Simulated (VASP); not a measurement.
# MgO (P6_3mc) in VASP: Born charges and dielectric tensor with LDA

Aim: the Born charges and dielectric tensor of MgO with LDA.

Program: VASP 6.6.1. These are calculated values, not measurements. Logs are shortened: lines on timing, memory, paths and dates and some standing lists are left out, and cuts for length are marked.

## (1) The crystal as given

It takes space group P6_3mc (No. 186, hexagonal). The conventional cell has a = 3.308 Å, b = 3.308 Å, c = 4.983 Å, α = 90.00°, β = 90.00°, γ = 120.00°. Around Mg (site symmetry 3m) lie 4 O at 1.97 to 1.99 Å. O (site symmetry 3m) has 4 Mg at 1.97 to 1.99 Å as nearest neighbours.

Measurements of this composition are mostly on another form, of space group No. 225.

## (2) Born charges and dielectric tensor, LDA

INCAR

```
SYSTEM = MgO
PREC = Accurate
ENCUT = 600
EDIFF = 1E-8
ISMEAR = 0
SIGMA = 0.02
LREAL = .False.
LASPH = .True.
NELM = 60
ALGO = Normal
ISIF = 2
LWAVE = .False.
LCHARG = .False.
GGA = CA
LEPSILON = .True.
IBRION = 8
NSW = 1
```

KPOINTS

```
Automatic mesh
0
Gamma
  9 9 6
  0 0 0
```

POSCAR

```
MgO
1.0
    3.3077869900      0.0000000000      0.0000000000
   -1.6538934900      2.8646275600      0.0000000000
    0.0000000000      0.0000000000      4.9828816700
Mg O
2 2
Direct
    0.3333333300      0.6666666700      0.0021597400
    0.6666666700      0.3333333300      0.5021597400
    0.3333333300      0.6666666700      0.4024402600
    0.6666666700      0.3333333300      0.9024402600
```

Potentials or basis: VASP PAW LDA potentials, release 64 (Mg, O).

Launch:

```bash
cat potpaw_LDA.64/Mg/POTCAR potpaw_LDA.64/O/POTCAR > POTCAR
mpirun -np 1 vasp_std > vasp.out
```

OUTCAR:

```text
SYSTEM = MgO
   PREC = Accurate
   ENCUT = 600
   EDIFF = 1E-8
   ISMEAR = 0
   LREAL = .False.
   LASPH = .True.
   NELM = 60
   ISIF = 2
   GGA = CA
   LEPSILON = .True.
   IBRION = 8
   NSW = 1

 ion  position               nearest neighbor table
   1  0.333  0.667  0.002-   4 1.97   4 1.97   4 1.97   3 1.99   2 3.14   2 3.14   2 3.14   2 3.14
                             2 3.14   2 3.14
   2  0.667  0.333  0.502-   3 1.97   3 1.97   3 1.97   4 1.99   1 3.14   1 3.14   1 3.14   1 3.14
                             1 3.14   1 3.14
   3  0.333  0.667  0.402-   2 1.97   2 1.97   2 1.97   1 1.99
   4  0.667  0.333  0.902-   1 1.97   1 1.97   1 1.97   2 1.99

  LATTYP: Found a hexagonal cell.
 ALAT       =     3.3077869900
 C/A-ratio  =     1.5064094771

  Lattice vectors:

 A1 = (   3.3077869900,   0.0000000000,   0.0000000000)
 A2 = (  -1.6538934900,   2.8646275600,   0.0000000000)
 A3 = (   0.0000000000,   0.0000000000,   4.9828816700)

Analysis of symmetry for initial positions (statically):
=====================================================================
 Subroutine PRICEL returns:
 Original cell was already a primitive cell.

 Routine SETGRP: Setting up the symmetry group for a
 hexagonal supercell.

 Subroutine GETGRP returns: Found 12 space group operations
 (whereof  6 operations were pure point group operations)
 out of a pool of 24 trial point group operations.

The static configuration has the point symmetry C_3v.
 The point group associated with its full space group is C_6v.

Analysis of symmetry for dynamics (positions and initial velocities):
=====================================================================
 Subroutine PRICEL returns:
 Original cell was already a primitive cell.

 Routine SETGRP: Setting up the symmetry group for a
 hexagonal supercell.

 Subroutine GETGRP returns: Found 12 space group operations
 (whereof  6 operations were pure point group operations)
 out of a pool of 24 trial point group operations.

The dynamic configuration has the point symmetry C_3v.
 The point group associated with its full space group is C_6v.

 Subroutine INISYM returns: Found 12 space group operations
 (whereof  6 operations are pure point group operations),
 and found     1 'primitive' translations

----------------------------------------------------------------------------------------

                                     Primitive cell

  volume of cell :      47.2157

  direct lattice vectors                    reciprocal lattice vectors
     3.307786990  0.000000000  0.000000000     0.302316928  0.174542759  0.000000000
    -1.653893490  2.864627560  0.000000000     0.000000000  0.349085520  0.000000000
     0.000000000  0.000000000  4.982881670     0.000000000  0.000000000  0.200687086

  length of vectors
     3.307786990  3.307786984  4.982881670     0.349085519  0.349085520  0.200687086

  position of ions in fractional coordinates (direct lattice)
     0.333333330  0.666666670  0.002159740
     0.666666670  0.333333330  0.502159740
     0.333333330  0.666666670  0.402440260
[... 557 lines left out ...]
     0.04674  0.00000 -0.00000
     0.00000  0.04674 -0.00000
     0.00000 -0.00000  0.00599

[... ionic steps 4 to 9 ...]

--------------------------------------- Ionic step       10  -------------------------------------------

------------------------ aborting loop because EDIFF is reached ----------------------------------------

[... ionic steps 11 to 11 ...]

--------------------------------------- Ionic step       12  -------------------------------------------

 Free energy of the ion-electron system (eV)
  ---------------------------------------------------
  ---------------------------------------------------
  free energy    TOTEN  =        -0.37259363 eV

  energy without entropy =       -0.37259363

------------------------ aborting loop because EDIFF is reached ----------------------------------------

 INTERNAL STRAIN TENSOR  FOR ION    3  DIRECTION 3   (eV/Angst):
 -----------------------------------------------------------------------------
     3.80919  0.00000 -0.00000
     0.00000  3.80919 -0.00000
     0.00000  0.00000-10.69864

 MACROSCOPIC STATIC DIELECTRIC TENSOR (including local field effects in DFT)
 ------------------------------------------------------
           2.953225     0.000000     0.000000
           0.000000     2.953225    -0.000000
           0.000000    -0.000000     3.069515
 ------------------------------------------------------

 PIEZOELECTRIC TENSOR (including local field effects)  for field in x, y, z        (e  Angst)
          XX          YY          ZZ          XY          YZ          ZX
  --------------------------------------------------------------------------------
  x     0.00000     0.00000     0.00000     0.00000     0.00000     0.22084
  y     0.00000     0.00000     0.00000     0.00000     0.22084     0.00000
  z     0.13774     0.13774     0.01767     0.00000     0.00000     0.00000

 PIEZOELECTRIC TENSOR (including local field effects)  for field in x, y, z        (C/m^2)
          XX          YY          ZZ          XY          YZ          ZX
  --------------------------------------------------------------------------------
  x     0.00000     0.00000     0.00000     0.00000     0.00000     0.07494
  y     0.00000     0.00000     0.00000     0.00000     0.07494     0.00000
  z     0.04674     0.04674     0.00599     0.00000     0.00000     0.00000

 BORN EFFECTIVE CHARGES (including local field effects) (in |e|, cummulative output)
 ---------------------------------------------------------------------------------
 ion    1
    1     1.79077     0.00000     0.00000
    2     0.00000     1.79077     0.00000
    3     0.00000     0.00000     1.90596
 ion    2
    1     1.79077     0.00000     0.00000
    2     0.00000     1.79077     0.00000
    3     0.00000    -0.00000     1.90596
 ion    3
    1    -1.79077    -0.00000    -0.00000
    2    -0.00000    -1.79077    -0.00000
    3    -0.00000     0.00000    -1.90596
 ion    4
    1    -1.79077    -0.00000     0.00000
    2    -0.00000    -1.79077     0.00000
    3     0.00000     0.00000    -1.90596

 INTERNAL STRAIN TENSOR FOR ION    4 for displacements in x,y,z  (eV/Angst):
          X           Y           Z          XY          YZ          ZX
  --------------------------------------------------------------------------------
  x     0.00000    -0.00000     0.00000     8.06140     0.00000     3.34242
  y     8.06140    -8.06140    -0.00000    -0.00000     3.23993     0.00000
  z     3.80919     3.80919   -10.69864     0.00000     0.00000     0.00000

 SECOND DERIVATIVES (NOT SYMMETRIZED)
 ------------------------------------
               1X          1Y          1Z          2X          2Y          2Z          3X          3Y          3Z          4X          4Y          4Z
  1X   -10.261859   -0.000000    0.000000    0.586846    0.000000   -0.000000    0.886081    0.000000    0.000000    8.788932    0.000000   -0.000000
  1Y    -0.000000  -10.261859   -0.000000    0.000000    0.586846   -0.000000    0.000000    0.886081    0.000000    0.000000    8.788932    0.000000
  1Z     0.000000    0.000000  -11.314130    0.000000    0.000000    5.008697    0.000000   -0.000000    2.700389   -0.000000    0.000000    3.605044
  2X     0.586846    0.000000   -0.000000  -10.261859   -0.000000    0.000000    8.788932    0.000000   -0.000000    0.886081    0.000000    0.000000
  2Y     0.000000    0.586846    0.000000   -0.000000  -10.261859    0.000000    0.000000    8.788932   -0.000000    0.000000    0.886081    0.000000
  2Z    -0.000000    0.000000    5.008697   -0.000000    0.000000  -11.314130    0.000000   -0.000000    3.605044   -0.000000    0.000000    2.700389
  3X     0.884249    0.000000    0.000000    8.787443    0.000000    0.000000  -10.310084   -0.000000    0.000000    0.638392    0.000000   -0.000000
  3Y     0.000000    0.884249    0.000000    0.000000    8.787443    0.000000   -0.000000  -10.310084   -0.000000    0.000000    0.638392    0.000000
  3Z     0.000000   -0.000000    2.698724    0.000000    0.000000    3.607170    0.000000    0.000000  -10.977025    0.000000    0.000000    4.671131
  4X     8.787443    0.000000    0.000000    0.884249    0.000000   -0.000000    0.638392    0.000000    0.000000  -10.310084   -0.000000    0.000000
  4Y     0.000000    8.787443    0.000000    0.000000    0.884249   -0.000000    0.000000    0.638392   -0.000000   -0.000000  -10.310084    0.000000
  4Z    -0.000000    0.000000    3.607170    0.000000    0.000000    2.698724    0.000000   -0.000000    4.671131   -0.000000    0.000000  -10.977025

 Eigenvectors and eigenvalues of the dynamical matrix
 ----------------------------------------------------

   1 f  =   15.653203 THz    98.351975 2PiTHz  522.134649 cm-1    64.736417 meV
             X         Y         Z           dx          dy          dz
     -0.000000  1.909752  0.010762     0.397198    0.201894    0.000000
      1.653894  0.954876  2.502203     0.397198    0.201894   -0.000000
     -0.000000  1.909752  2.005312    -0.489464   -0.248792    0.000000
      1.653894  0.954876  4.496753    -0.489464   -0.248792   -0.000000
[... 71 lines left out ...]
  12 f/i=    0.001315 THz     0.008260 2PiTHz    0.043854 cm-1     0.005437 meV
             X         Y         Z           dx          dy          dz
     -0.000000  1.909752  0.010762    -0.397370   -0.378906    0.000000
      1.653894  0.954876  2.502203    -0.397370   -0.378906    0.000000
     -0.000000  1.909752  2.005312    -0.322464   -0.307481    0.000000
      1.653894  0.954876  4.496753    -0.322464   -0.307481    0.000000

--------------------------------------------------------------------------------------------------------

 MACROSCOPIC STATIC DIELECTRIC TENSOR IONIC CONTRIBUTION
 ------------------------------------------------------
           2.541046     0.000000    -0.000000
           0.000000     2.541046     0.000000
          -0.000000     0.000000     4.415751
 ------------------------------------------------------

 ELASTIC MODULI CONTR FROM IONIC RELAXATION (kBar)
 Direction    XX          YY          ZZ          XY          YZ          ZX
 --------------------------------------------------------------------------------
 XX        -588.9064    276.4156    438.4393     -0.0000     -0.0000     -0.0000
 YY         276.4156   -588.9064    438.4392     -0.0000      0.0000      0.0000
 ZZ         438.4393    438.4392  -1230.3017      0.0000      0.0000     -0.0000
 XY          -0.0000     -0.0000      0.0000   -432.6610     -0.0000      0.0000
 YZ          -0.0000      0.0000      0.0000     -0.0000    -70.5370     -0.0000
 ZX          -0.0000      0.0000     -0.0000      0.0000     -0.0000    -75.8469
 --------------------------------------------------------------------------------

 PIEZOELECTRIC TENSOR IONIC CONTR  for field in x, y, z        (C/m^2)
          XX          YY          ZZ          XY          YZ          ZX
  --------------------------------------------------------------------------------
  x    -0.00000     0.00000    -0.00000     0.00000    -0.00000    -0.41309
  y    -0.00000     0.00000     0.00000    -0.00000    -0.39837    -0.00000
  z    -0.78159    -0.78159     2.19321    -0.00000    -0.00000     0.00000
```

It took 8.1 min on 1 thread of AMD EPYC 9R45 (Zen 5), shared host; peak memory 0.48 GiB.

What came out:

```yaml
Band_gap_on_the_k_mesh: 3.36 eV, direct
Electronic_dielectric_tensor_diagonal: 2.95, 2.95, 3.07
Born_charges_mean_of_the_diagonal: Mg +1.83; O -1.83 e
Highest_phonon_frequency_at_Γ_LO-TO_splitting_left_out: 522 cm⁻¹
```

Phonon frequencies in cm⁻¹ (negative: imaginary):
| q point | frequencies |
| --- | --- |
| (0.000, 0.000, 0.000) | 0 0 0 200 200 422 425 517 517 517 522 522 |

Electronic dielectric tensor:
```
2.95 0.00 0.00
0.00 2.95 0.00
0.00 0.00 3.07
```

Born effective charge tensors (e):
atom 1, Mg
```
1.79 0.00 0.00
0.00 1.79 0.00
0.00 0.00 1.91
```
atom 2, Mg
```
1.79 0.00 0.00
0.00 1.79 0.00
0.00 0.00 1.91
```
atom 3, O
```
-1.79  0.00  0.00
 0.00 -1.79  0.00
 0.00  0.00 -1.91
```
atom 4, O
```
-1.79  0.00  0.00
 0.00 -1.79  0.00
 0.00  0.00 -1.91
```

Caveat: an odd mesh through Γ misses points on the zone boundary, where band edges often lie.
